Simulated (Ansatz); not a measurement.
Runs of Ansatz 0.2.0 on AlNi3. Symmetry: Pm-3m, No. 221, cubic system. Conventional cell: a = 3.523 Å, b = 3.523 Å, c = 3.523 Å, α = 90.00°, β = 90.00°, γ = 90.00°. Around Ni (site symmetry 4/mmm) lie 8 Ni at 2.49 Å and 4 Al at 2.49 Å. Al (site symmetry m-3m) is surrounded by 12 Ni at 2.49 Å. The cell is a database's computed one.

```csv
task,level,cell,k mesh,points for each segment of the path,mesh quality,gap on the mesh (eV),pressure (GPa),moment (μB)
band structure,HSEsol,as given,4 × 4 × 4,4,coarse,none,(a),0.00
band structure,HSE03,as given,4 × 4 × 4,4,coarse,none,(b),1.25
relaxation of cell and atoms,BLYP+D4,relaxed,8 × 8 × 8,-,not flagged,none,0.0,0.65
phonons,LDA,as given,6 × 6 × 6,-,not flagged,none,-,0.56
```

Alike in all rows: potentials or basis Ansatz PAW; spin collinear, ferromagnetic start; cutoff (eV) 420; smearing fermi-dirac 0.05 eV.

Question: Fill in the values left out.

Answer: (a) -6.2; (b) 3.1.

Caveats: some runs use coarse meshes; the PAW data sets come from PBE, with cores solved anew for the run's functional, which leaves a small shift of forces and pressure; the magnetic or orbital state may not be the lowest (some runs); the thresholds are loose for stress (some runs); the starting moments weren't kept (some runs); the plane-wave basis is chosen anew once the cell has moved, so the energies of steps on either side of that aren't comparable (some runs); pairwise dispersion overbinds metals, which lowers pressure and volume (some runs).

A gap of «none» marks a metal or a gap under the smearing width.

Runs at the PBE level aren't shown here.
